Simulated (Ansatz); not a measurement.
An element in the fcc structure gives these cold pressures by all-electron LAPW under PBE (Ansatz 0.2.0, scalar-relativistic, no spin polarisation).

```
V (Å³/atom)  P (GPa)
       5.89     0.06
       5.42     26.5
       4.94     65.3
       4.47    123.3
       4.00    210.7
       3.53    346.5
       3.06    566.4
       2.65    881.7
```

Which element is it?

B. Its zero-pressure volume in this structure is near 5.9 Å³/atom; the volume and the steepness of P(V) together point to it, though neighbours can come close. Other candidates weren't computed, and some may come near.
